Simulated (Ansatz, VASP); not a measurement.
**Al (Al strained to the junction's net): VASP beside Ansatz**

One calculation is typed for both programs; each brings its own data sets. How far apart do they land? The structure shown is the end of the Ansatz relaxation below.

Calculated with Ansatz 0.2.0; plane waves, with VASP 6.6.1 beside it; single point at PBE.

**1. Set-up**

The structure is tetragonal, space group I4/mmm (No. 139). The conventional cell has a = 2.878 Å, b = 2.878 Å, c = 3.977 Å, α = 90.00°, β = 90.00°, γ = 90.00°. Al has 12 Al at 2.85 to 2.88 Å nearest.

**2. Ansatz: relaxation, PBE**

Ansatz runs on its default PAW (the set named soft_2) files.

This run makes the geometry at which the two programs are then compared.

Contents of input.yaml:

```yaml
crystal:
  lattice:
    - [2.878, 0.0, 0.0]
    - [0.0, 2.878, 0.0]
    - [0.0, 0.0, 4.0189253572]
  atoms:
    - { symbol: Al, position: [0.0, 0.0, 0.0] }
    - { symbol: Al, position: [0.5, 0.5, 0.5] }
kpoints:
  mp_grid: { grid: [12, 12, 8] }
scf:
  occupations: { method: fermi_dirac, width: 0.1 }
  max_iter: 150
hamiltonian:
  xc: pbe
relax:
  f_tol: 0.01
  max_steps: 40
  cell: { fix: [a, b, angles] }
```

Started as:

```
$ ansatz run input.yaml --threads 4 --pin off --max-ram 10240MiB --backend cpu --events-out ev --progress --plain --runs-dir out
```

Numbers of over 12 decimals in the logs are rounded to 6 here.

Output:

```text
Engine: ansatz 0.2.0, aarch64-unknown-linux-gnu
Pseudopotentials: kind: paw
Pseudopotential: Al, paw, valence charge 3, recommended cutoff 420 eV (normal), Al.paw.azcp
Functional definition: PBE
  parameter kappa = 0.804
  parameter beta = 0.066725
  exchange = pbe_x(kappa = kappa, mu = beta*pi^2/3)
  correlation = pbe_c(beta = beta)
Crystal: 2 atoms, lattice volume = 33.288 Å³
Basis set: ecut = 420 eV, 657 PW (Γ), exchange–correlation on 40×40×54 points (8 copies of the dense FFT grid, shifted against one another)
Bands: 7, of which v1, the nominal top of the filled ones, is band 3 counted from 1 (2 counted from 0)
Symmetry: 32 space group operations
Space group: I4/mmm (ITA 139), of the structure as read, at distance tolerance 3.2e-5 Å
k-points: 140 of 1152
Non-local potential: Al, projectors of the file, l = 0: 2, l = 1: 2, l = 2: 1
PAW form: soft (Blöchl's): semilocal exchange-correlation on the pseudo side does not see the compensation charge
PAW one-centre angular grid: Al, 110 points (default); XC on 64 Gauss nodes
Initial density: superposition of atomic densities (neutral atoms: chi_scale 0, normalization atom), corrected by the library's trained network
Initial wavefunctions: pseudopotential atomic-orbital guess
Functional: x = pbe(κ = 0.804, μ = 0.219515), c = pbe(β = 0.066725)
SCF iter   1: F=—  HF=-1075.018783 eV  |F-HF|=—  |Δ(HF+E_count)|=         —  Δρ=4.79e-4  dr2=2.84e-5  ethr=1.77e-3  ⟨swp⟩=5.1  Hψ=7872  notcnv=0
preconditioner: auto → none  [metal: Δε(μ)=0.081 eV  Ē_g=8.954 eV  σ=0.100 eV  W_gap=0.20  n_scr=2 (ndim 8)  ℏωp=15.8 eV  f_vac=0.000  D(μ)=0.93/eV (n_scr^D=6)  sad-step TF]
SCF iter   2: F=—  HF=-1075.018987 eV  |F-HF|=—  |Δ(HF+E_count)|=   2.03e-4  Δρ=2.71e-4  dr2=1.00e-5  ethr=4.73e-7  ⟨swp⟩=1.8  Hψ=2294  notcnv=0
SCF iter   3: F=—  HF=-1075.019004 eV  |F-HF|=—  |Δ(HF+E_count)|=   1.77e-5  Δρ=2.04e-5  dr2=1.13e-7  ethr=1.67e-7  ⟨swp⟩=1.9  Hψ=1341  notcnv=0
iter 4 did not close the SCF: its close was put off for the readings that it lacked (scf_convergence_deferred on its scf_iter line)
SCF iter   4: F=-1075.019004 eV  HF=-1075.019004 eV  |F-HF|=1.22e-9  |Δ(HF+E_count)|=   2.61e-8  Δρ=3.41e-6  dr2=2.47e-9  ethr=1.88e-9  ⟨swp⟩=2.0  Hψ=1375  notcnv=0
iter 5 did not close the SCF: its close was put off for the readings that it lacked (scf_convergence_deferred on its scf_iter line)
SCF iter   5: F=-1075.019004 eV  HF=-1075.019004 eV  |F-HF|=4.32e-11  |Δ(HF+E_count)|=   1.38e-9  Δρ=4.42e-7  dr2=6.87e-11  ethr=4.12e-11  ⟨swp⟩=2.0  Hψ=1402  notcnv=0
SCF iter   6: F=-1075.019004 eV  HF=-1075.019004 eV  |F-HF|=9.09e-13  |Δ(HF+E_count)|=  3.77e-11  Δρ=7.83e-8  dr2=2.07e-12  ethr=1.14e-12  ⟨swp⟩=1.0  Hψ=2764  notcnv=0
SCF 1 converged in 6 iterations: F = -1075.019004 eV  dr2 = 2.07e-12
  greatest PAW one-centre occupation: 0.448 electrons in one spin orbital (limit 2), on the Al atom at site 1 (counted from 0), in its partial waves of l = 0
relax step   1: F+E_penalty+E_count = -1075.01900420 eV  Δ(F+E_penalty+E_count) = +0.000e0 eV  max|allowed force component| = 1.171e-31 eV/Å  Δτ_max = 0.0000 Å  P = -0.508 GPa  Ω = 33.288 Å³  fix = [a, b, alpha, beta, gamma]  reactions: a -0.003, b -0.003 GPa  (6 SCF iters, dr2 threshold 1.00e-7 eV, accepted)
[...]
relax step   2: F+E_penalty+E_count = -1075.02083142 eV  Δ(F+E_penalty+E_count) = -1.827e-3 eV  max|allowed force component| = 1.387e-32 eV/Å  Δτ_max = 0.0000 Å  P = +0.429 GPa  Ω = 32.887 Å³  energy of the carried Pulay correction = +1.792e-4 eV  fix = [a, b, alpha, beta, gamma]  reactions: a +0.528, b +0.528 GPa  (3 SCF iters, dr2 threshold 2.00e-7 eV, accepted)
[...]
relax step   3: F+E_penalty+E_count = -1075.02084412 eV  Δ(F+E_penalty+E_count) = -1.270e-5 eV  max|allowed force component| = 1.233e-32 eV/Å  Δτ_max = 0.0000 Å  P = +0.303 GPa  Ω = 32.940 Å³  energy of the carried Pulay correction = +1.555e-4 eV  fix = [a, b, alpha, beta, gamma]  reactions: a +0.459, b +0.459 GPa  (3 SCF iters, dr2 threshold 1.33e-7 eV, accepted)
[...]
relax step   4: F+E_penalty+E_count = -1075.02070149 eV  Δ(F+E_penalty+E_count) = +1.426e-4 eV  max|allowed force component| = 7.704e-33 eV/Å  Δτ_max = 0.0000 Å  P = +0.296 GPa  Ω = 32.940 Å³  fix = [a, b, alpha, beta, gamma]  reactions: a +0.456, b +0.456 GPa  stress off target by 2.23e-2 GPa on what of the cell is left free  SCF on the basis re-selected at this cell (its energy is not comparable with the rows above)  (4 SCF iters)
basis re-selected at this cell: Δ(F+E_penalty+E_count) = +1.426e-4 eV, ΔP = -0.007 GPa vs the last step (what re-selecting the basis moved, of the pressure what is left beyond the Pulay correction that the steps carried, after the strain that the cell walked since its last selection, with what the two solves' SCF thresholds leave and, on support functions, any second-order correction that the steps lacked; it is no m [...]
SCF converged after 4 iterations
Free energy (F): -1075.020701 eV
Harris-Foulkes:  -1075.020701 eV  (|F-HF|=1.59e-12)
Internal energy: -1074.992720 eV  (E = F + TS)
E sigma→0 (E₀):  -1075.006711 eV
Entropy (-TS):   -0.027982 eV (-13.991 meV/atom)
Fermi energy:    7.963758 eV
--- Per-component energies (eV) ---
  E_band       = 21.229915
  E_kinetic    = 45.579779
  E_local      = 19.838449  (includes V_loc(G=0)·N_el)
  E_nonlocal   = 20.670262
  E_hartree    = 0.205655
  E_xc         = -79.488270
  E_vxc        = -57.943778  (∫ρ·V_xc dr)
  E_paw        = -934.679721  (= ΣΔE_a)
  E_vpaw       = -7.326101  (= ΣTr[D̂ρ^β])
  E_aug_tail   = -0.000004  (compensation charges beyond the density's cutoff)
  E_ewald      = -147.118869
  E_smearing   = -0.027982  (= −TS)
  E_closure    = 0.000000  (closes the sum)
  Σ components = -1075.020701   (vs F -1075.020701, Δ=0.00e0)
--- Forces (eV/Å), atoms counted from 1 ---
  atom   1  Al    -0.00000000    -0.00000000     0.00000000
  atom   2  Al    -0.00000000    -0.00000000     0.00000000
  max |Σ_I F_I| component: 1.54e-30 eV/Å
--- Stress (GPa, compression-positive) ---
        0.455547       0.000000       0.000000
        0.000000       0.455547       0.000000
        0.000000       0.000000      -0.022294
  P = ⅓ Tr σ = 0.2963 GPa (2.963 kbar)
--- Relaxed structure (3 steps of the walk, 3 accepted, 1 SCFs on fresh bases) ---
  F+E_penalty+E_count = -1075.02070149 eV   max|allowed force component| = 7.704e-33 eV/Å   (the final SCF, on the basis selected at the relaxed cell)
  cell:  # Å, volume = 32.9395 Å³
    - [2.878, 0.0, 0.0]
    - [0.0, 2.878, 0.0]
    - [0.0, 0.0, 3.976818]
  atoms:
    - { symbol: Al, position: [0.0, 0.0, 0.0] }
    - { symbol: Al, position: [0.5, 0.5, 0.500000] }
```

In the SCF lines HF is the Harris–Foulkes energy and dr2 the Hartree energy of the density residual, in eV; the loop may stop once dr2 is under the threshold and the program's other checks hold. Hψ counts applications of the Hamiltonian.

**3. VASP: single point, PBE**

The same cell, functional, mesh and smearing now go to VASP, with its own data sets.

Lines of VASP's logs that name or quote its potential files are left out, and so is its time.

Contents of INCAR:

```
SYSTEM = Al
PREC = Accurate
ENCUT = 500
EDIFF = 1E-06
NELM = 120
ISMEAR = -1
SIGMA = 0.1
LREAL = .FALSE.
ALGO = Normal
GGA = PE
NBANDS = 9
LORBIT = 11
LWAVE = .FALSE.
LCHARG = .FALSE.
ISIF = 2
LASPH = .TRUE.
GGA_COMPAT = .FALSE.
```

Contents of POSCAR:

```
Al
1.0
    2.8780000000      0.0000000000      0.0000000000
    0.0000000000      2.8780000000      0.0000000000
    0.0000000000      0.0000000000      3.9768182369
Al
2
Direct
    0.0000000000      0.0000000000      0.0000000000
    0.5000000000      0.5000000000      0.5000000000
```

Contents of KPOINTS:

```
Automatic mesh
0
Gamma
12 12 8
0 0 0
```

PAW data sets: Al (PBE family, release 64).

Started as:

```
$ mpirun -np 1 vasp_std
```

Output:

```text
[banner, memory and clock lines left out]
running    1 mpi-ranks, on    1 nodes
 distrk:  each k-point on    1 cores,    1 groups
 distr:  one band on    1 cores,    1 groups

 POSCAR found type information on POSCAR Al
 POSCAR found :  1 types and       2 ions
 LDA part: xc-table for (Slater+PW92), standard interpolation
 POSCAR, INCAR and KPOINTS ok, starting setup
 FFT: planning ... GRIDC
 FFT: planning ... GRID_SOFT
 FFT: planning ... GRID
 WAVECAR not read
 entering main loop
       N       E                     dE             d eps       ncg     rms          rms(c)
DAV:   1    -0.969652115215E+00   -0.96965E+00   -0.20954E+03  2528   0.468E+02
DAV:   2    -0.744156950289E+01   -0.64719E+01   -0.61984E+01  3428   0.500E+01
DAV:   3    -0.755186434901E+01   -0.11029E+00   -0.10991E+00  3294   0.581E+00
DAV:   4    -0.755243079787E+01   -0.56645E-03   -0.56642E-03  3326   0.438E-01
DAV:   5    -0.755243391500E+01   -0.31171E-05   -0.31173E-05  3235   0.302E-02    0.184E+00
DAV:   6    -0.752645290775E+01    0.25981E-01   -0.32136E-03  2815   0.342E-01    0.107E+00
DAV:   7    -0.750757917327E+01    0.18874E-01   -0.91961E-03  2819   0.541E-01    0.185E-01
DAV:   8    -0.750752746347E+01    0.51710E-04   -0.63034E-05  3370   0.581E-02    0.173E-02
DAV:   9    -0.750752370251E+01    0.37610E-05   -0.20366E-06  3075   0.799E-03    0.163E-03
DAV:  10    -0.750752271613E+01    0.98639E-06   -0.13121E-08  1654   0.921E-04
   1 F= -.75075227E+01 E0= -.74935390E+01  d E =-.279673E-01
```

OUTCAR, selected parts (step 3):

```text
ion  position               nearest neighbor table
   1  0.000  0.000  0.000-   2 2.85   2 2.85   2 2.85   2 2.85   2 2.85   2 2.85   2 2.85   2 2.85

  LATTYP: Found a simple tetragonal cell.
 ALAT       =     2.8780000000
 C/A-ratio  =     1.3817992484

 Subroutine GETGRP returns: Found 16 space group operations
 (whereof 16 operations were pure point group operations)

The static configuration has the point symmetry D_4h.

 Found    140 irreducible k-points:

   k-points           NKPTS =    140   k-points in BZ     NKDIM =    140   number of bands    NBANDS=      9

   dimension x,y,z NGX =    24 NGY =   24 NGZ =   30
   dimension x,y,z NGXF=    48 NGYF=   48 NGZF=   60

   ENCUT  =  500.0 eV  36.75 Ry    6.06 a.u.   5.25  5.25  7.25*2*pi/ulx,y,z

   NELECT =       6.0000    total number of electrons

 k-points in reciprocal lattice and weights: Automatic mesh
   0.00000000  0.00000000  0.00000000       0.001
   0.08333333  0.00000000  0.00000000       0.003
   0.16666667  0.00000000  0.00000000       0.003
   0.25000000  0.00000000  0.00000000       0.003
   0.33333333  0.00000000  0.00000000       0.003
   0.41666667  0.00000000  0.00000000       0.003
   0.50000000  0.00000000  0.00000000       0.002
   0.08333333  0.08333333  0.00000000       0.003
   0.16666667  0.08333333  0.00000000       0.007
[...]
0.50000000  0.41666667  0.50000000       0.003
   0.50000000  0.50000000  0.50000000       0.001

 average (electrostatic) potential at core
       1 -72.6023       2 -72.6023

 E-fermi :   8.0219

 k-point     1 :       0.0000    0.0000    0.0000
  band No.  band energies     occupation
      1      -3.1278      2.00000
      2       5.3198      2.00000
      3       6.7385      1.99999
      4      13.1014      0.00000
      5      13.3399      0.00000
      6      13.3399      0.00000
      7      16.8180      0.00000
      8      20.5722      0.00000
    ...

 k-point     2 :       0.0833    0.0000    0.0000
  band No.  band energies     occupation
      1      -3.0038      2.00000
      2       5.4331      2.00000
      3       6.8572      1.99998
      4      11.0489      0.00000
      5      13.4462      0.00000
      6      14.6035      0.00000
      7      17.9174      0.00000
      8      18.9191      0.00000
    ...

 k-point     3 :       0.1667    0.0000    0.0000
  band No.  band energies     occupation
      1      -2.6322      2.00000
      2       5.7731      2.00000
      3       7.1954      1.99949
      4       8.7986      0.00085
      5      13.7653      0.00000
      6      15.2943      0.00000
      7      16.6636      0.00000
      8      17.7703      0.00000
    ...

  Total        0.0856768      0.0856768     -0.0132719      0.0000000      0.0000000      0.0000000
  in kB        4.1673150      4.1673150     -0.6455429      0.0000000      0.0000000      0.0000000
  external PRESSURE =       2.5630290 kB  Pullay stress =       0.0000000 kB

  energy-cutoff  :      500.00
  volume of cell :       32.94
      direct lattice vectors                 reciprocal lattice vectors
     2.878000000  0.000000000  0.000000000     0.347463516  0.000000000  0.000000000
     0.000000000  2.878000000  0.000000000     0.000000000  0.347463516  0.000000000
     0.000000000  0.000000000  3.976818237     0.000000000  0.000000000  0.251457306

 POSITION                                       TOTAL-FORCE (eV/Angst)
 -----------------------------------------------------------------------------------
      0.00000      0.00000      0.00000        -0.000000     -0.000000     -0.000000
      1.43900      1.43900      1.98841         0.000000      0.000000      0.000000
 -----------------------------------------------------------------------------------
    total drift:                               -0.000000      0.000000     -0.000000

  FREE ENERGIE OF THE ION-ELECTRON SYSTEM (eV)
  ---------------------------------------------------
  free  energy   TOTEN  =        -7.5075227161 eV

  energy  without entropy=       -7.4795553731  energy(sigma->0) =       -7.49353904

 total charge
# of ion       s       p       d       tot
------------------------------------------
    1        0.430   0.338   0.000   0.769
    2        0.430   0.338   0.000   0.769
--------------------------------------------------
tot          0.861   0.676   0.000   1.537

[... 3 further parts left out ...]
```

The run ends at a pressure of 0.26 GPa.

**4. Differences**

Known differences besides the potentials themselves: the cutoff is 420 eV in Ansatz and 500 eV in VASP; Ansatz's pressure holds a Pulay correction, VASP's none. Total energies have different zeros and are not compared.

Both answers:

| quantity | Ansatz | VASP | difference |
| --- | --- | --- | --- |
| pressure (GPa) | 0.30 | 0.26 | +0.04 |

**5. Summary of results**

| Quantity | Value |
| --- | --- |
| difference in pressure (single point, PBE) | 0.040 GPa |

**Reading.** The difference in pressure is 0.040 GPa (single point, PBE), within the 1 GPa picked in this series as the mark of a large difference. How closely two codes agree says nothing of how well the functional describes the real material.

[Lines on the potential files, build, host, timing and source positions are cut from VASP's logs without a mark.]

[Logs are printed without paths, hosts, clocks, repeated set-up lines and the standing remarks that a program may print on its own settings, such as how far it seeks lower states.]

[Hosts, paths, dates, database ids (printed as entryN), source tags and the programs' standing remarks are cut or masked in the printed files.]
